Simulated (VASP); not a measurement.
# CdTe (F-43m) in VASP: further runs, part 2 of 2

VASP 6.6.1. The steps go on from the part before.

## (3) Relaxation of cell and atoms, PBE

This run uses another cell than the first one, of 32.92 Å³/atom, 0.909 times its volume.

The input, INCAR:

```
PREC = Accurate
ENCUT = 600
EDIFF = 1E-6
ISMEAR = 0
SIGMA = 0.02
LREAL = False
LASPH = True
NELM = 80
ALGO = Fast
ISIF = 3
LWAVE = False
LCHARG = False
GGA = PE
IBRION = 2
NSW = 100
EDIFFG = -0.005
```

The input, KPOINTS:

```
regular mesh
0
Gamma
  8 8 8
```

The input, POSCAR:

```
CdTe
1.0
    0.0000000000      3.2050000000      3.2050000000
    3.2050000000      0.0000000000      3.2050000000
    3.2050000000      3.2050000000      0.0000000000
Cd Te
1 1
Direct
    0.0000000000      0.0000000000      0.0000000000
    0.2500000000      0.2500000000      0.2500000000
```

Potentials or basis: VASP PAW PBE potentials, release 64 (Cd, Te).

Launch:

```
$ cat potpaw_PBE.64/Cd/POTCAR potpaw_PBE.64/Te/POTCAR > POTCAR
$ mpirun -np 1 vasp_std > vasp.out
```

OUTCAR:

```text
PREC = Accurate
   ENCUT = 600
   EDIFF = 1E-6
   ISMEAR = 0
   LREAL = False
   LASPH = True
   NELM = 80
   ISIF = 3
   GGA = PE
   IBRION = 2
   NSW = 100
   EDIFFG = -0.005

 ion  position               nearest neighbor table
   1  0.000  0.000  0.000-   2 2.78   2 2.78   2 2.78   2 2.78
   2  0.250  0.250  0.250-   1 2.78   1 2.78   1 2.78   1 2.78

  LATTYP: Found a face centered cubic cell.
 ALAT       =     6.4100000000

  Lattice vectors:

 A1 = (   0.0000000000,   3.2050000000,   3.2050000000)
 A2 = (   3.2050000000,   0.0000000000,   3.2050000000)
 A3 = (   3.2050000000,   3.2050000000,   0.0000000000)

Analysis of symmetry for initial positions (statically):
=====================================================================
 Subroutine PRICEL returns:
 Original cell was already a primitive cell.

 Routine SETGRP: Setting up the symmetry group for a
 face centered cubic supercell.

 Subroutine GETGRP returns: Found 24 space group operations
 (whereof 24 operations were pure point group operations)
 out of a pool of 48 trial point group operations.

The static configuration has the point symmetry T_d .

Analysis of symmetry for dynamics (positions and initial velocities):
=====================================================================
 Subroutine PRICEL returns:
 Original cell was already a primitive cell.

 Routine SETGRP: Setting up the symmetry group for a
 face centered cubic supercell.

 Subroutine GETGRP returns: Found 24 space group operations
 (whereof 24 operations were pure point group operations)
 out of a pool of 48 trial point group operations.

The dynamic configuration has the point symmetry T_d .

 Subroutine INISYM returns: Found 24 space group operations
 (whereof 24 operations are pure point group operations),
 and found     1 'primitive' translations

----------------------------------------------------------------------------------------
[... 150 lines left out ...]
  --------------------------------------------------------------------------------------
  -------------------------------------------------------------------------------------
  Total        1.7889087      1.7889087      1.7889087     -0.0000000      0.0000000      0.0000000
  in kB       43.5295975     43.5295975     43.5295975     -0.0000000      0.0000000      0.0000000
  external PRESSURE =      43.5295975 kB  Pullay stress =       0.0000000 kB
[... 89 lines left out ...]
  FREE ENERGIE OF THE ION-ELECTRON SYSTEM (eV)
  ---------------------------------------------------
  free  energy   TOTEN  =        -4.8103956848 eV

  energy  without entropy=       -4.8103956848  energy(sigma->0) =       -4.81039568

[... ionic steps 4 to 11 ...]

--------------------------------------- Ionic step       12  -------------------------------------------

 number of electron      18.0000006 magnetization

------------------------ aborting loop because EDIFF is reached ----------------------------------------
[... 67 lines left out ...]
--------------------------------------- Ionic step       14  -------------------------------------------

 number of electron      18.0000006 magnetization

 Free energy of the ion-electron system (eV)
  ---------------------------------------------------
  ext. energy  EPLUGINS =         0.00000000
  ---------------------------------------------------
  free energy    TOTEN  =        -4.81039298 eV

  energy without entropy =       -4.81039298  energy(sigma->0) =       -4.81039298

 E-fermi :   1.9293     XC(G=0):  -8.3017

 val. band max:        1.7840554536   @ k =   0.0000   0.0000   0.0000
 cond. band min:       2.3619652989   @ k =   0.0000   0.0000   0.0000
 fundamental gap:      0.5779098454
 Fermi energy:         1.9293080744

 k-point     1 :       0.0000    0.0000    0.0000
  band No.  band energies     occupation
      1      -9.0416      2.00000
      2      -6.3010      2.00000
      3      -6.3010      2.00000
      4      -6.3010      2.00000
      5      -6.0853      2.00000
      6      -6.0853      2.00000
      7       1.7841      2.00000
      8       1.7841      2.00000
      9       1.7841      2.00000
     10       2.3620      0.00000
     11       6.4238      0.00000
     12       6.4238      0.00000
     13       6.4238      0.00000
[... 354 lines left out ...]
  band No.  band energies     occupation
      1      -8.6520      2.00000
      2      -6.2275      2.00000
      3      -6.2177      2.00000
      4      -6.0971      2.00000
      5      -6.0803      2.00000
      6      -5.7023      2.00000
      7      -2.1313      2.00000
      8      -0.0687      2.00000
      9       0.6663      2.00000
     10       4.8738      0.00000
     11       6.4447      0.00000
     12       7.6637      0.00000
     13       8.7994      0.00000

 [... further k-points ...]

------------------------ aborting loop because EDIFF is reached ----------------------------------------

  FORCE on cell =-STRESS in cart. coord.  units (eV):
  Direction    XX          YY          ZZ          XY          YZ          ZX
  --------------------------------------------------------------------------------------
  -------------------------------------------------------------------------------------
  Total        0.0015070      0.0015070      0.0015070     -0.0000000     -0.0000000     -0.0000000
  in kB        0.0332634      0.0332634      0.0332634     -0.0000000     -0.0000000     -0.0000000
  external PRESSURE =       0.0332634 kB  Pullay stress =       0.0000000 kB
[... 17 lines left out ...]
  FREE ENERGIE OF THE ION-ELECTRON SYSTEM (eV)
  ---------------------------------------------------
  free  energy   TOTEN  =        -4.8103929789 eV

  energy  without entropy=       -4.8103929789  energy(sigma->0) =       -4.81039298

 reached required accuracy - stopping structural energy minimisation
```

OSZICAR:

```text
N       E                     dE             d eps       ncg     rms          rms(c)
DAV:   1     0.109067792450E+03    0.10907E+03   -0.89877E+03   770   0.134E+03
DAV:   2    -0.542283575526E+00   -0.10961E+03   -0.10545E+03   839   0.288E+02
DAV:   3    -0.491260216642E+01   -0.43703E+01   -0.43608E+01   909   0.598E+01
[... 84 lines left out ...]
DAV:   1    -0.481046942842E+01   -0.87188E-04   -0.15930E-03   829   0.516E-01    0.649E-02
RMM:   2    -0.481040307998E+01    0.66348E-04   -0.17794E-04   754   0.161E-01    0.217E-02
RMM:   3    -0.481039541006E+01    0.76699E-05   -0.22058E-05   754   0.371E-02    0.180E-02
RMM:   4    -0.481039317462E+01    0.22354E-05   -0.30879E-06   562   0.154E-02    0.276E-03
RMM:   5    -0.481039297887E+01    0.19575E-06   -0.21167E-06   432   0.140E-02
  14 F= -.48103930E+01 E0= -.48103930E+01  d E =-.306167E-04
```

Run time: 62 s. Hardware: 1 thread of Intel Xeon 6975P-C (Granite Rapids), shared host; peak memory 0.23 GiB.

Results:

```yaml
Free_energy: -4.8104 eV
Relaxed_volume: 36.29 Å³/atom
Relaxed_cell: a = 4.682 Å, b = 4.682 Å, c = 4.682 Å, α = 60.00°, β = 60.00°, γ = 60.00°
Space_group_after_relaxing_to_0.05_Å: F-43m (No. 216)
Energy_gained_by_relaxing: 42.0 meV/atom
Ionic_steps: 14
Pressure_after_relaxing: 0.0 GPa
Band_gap_on_the_k_mesh: 0.58 eV, direct
```

Step by step:
| step | energy change (eV) | largest force (eV/Å) | pressure (GPa) | volume (Å³) |
| --- | --- | --- | --- | --- |
| 1 | 0.0000 | 0.0000 | 4.35 | 65.84 |
| 2 | -0.0777 | 0.0000 | -0.93 | 74.74 |
| 3 | -0.0840 | 0.0000 | -0.04 | 72.61 |
| 4 | -0.0839 | 0.0000 | 0.10 | 72.47 |
| 5 | -0.0839 | 0.0000 | 0.10 | 72.47 |
| 6 | -0.0839 | 0.0000 | 0.09 | 72.49 |
| 7 | -0.0839 | 0.0000 | 0.07 | 72.49 |
| 8 | -0.0839 | 0.0000 | 0.08 | 72.49 |
| 9 | -0.0839 | 0.0000 | 0.08 | 72.49 |
| 10 | -0.0839 | 0.0000 | 0.08 | 72.49 |
| 11 | -0.0839 | 0.0000 | 0.07 | 72.50 |
| 12 | -0.0839 | 0.0000 | 0.07 | 72.51 |
| 13 | -0.0839 | 0.0000 | 0.07 | 72.54 |
| 14 | -0.0839 | 0.0000 | 0.00 | 72.59 |

Final structure:
```xyz
2
Lattice="0.0000 3.3109 3.3109 3.3109 0.0000 3.3109 3.3109 3.3109 0.0000" Properties=species:S:1:pos:R:3 pbc="T T T"
Cd    0.0000    0.0000    0.0000
Te    1.6554    1.6554    1.6554
```

Caveat: spin-orbit coupling is left out, which moves the levels of the heavy elements; the volume moved by +10 % from the deposited cell, more than functionals usually miss.

## (4) Comparison with measurements

Step 2. Against the measured gap of CdTe, 1.607 eV (0 K; a printed reference work, data compilation), the calculated 0.58 eV is off by -1.02 eV. So large a miss can be the level of theory's own, or it may mean another phase, state or a wrong row. Spin-orbit coupling on Cd, Te is left out. The value is that of PBE, without temperature or zero-point motion. Semilocal functionals fall short of measured gaps as a rule.
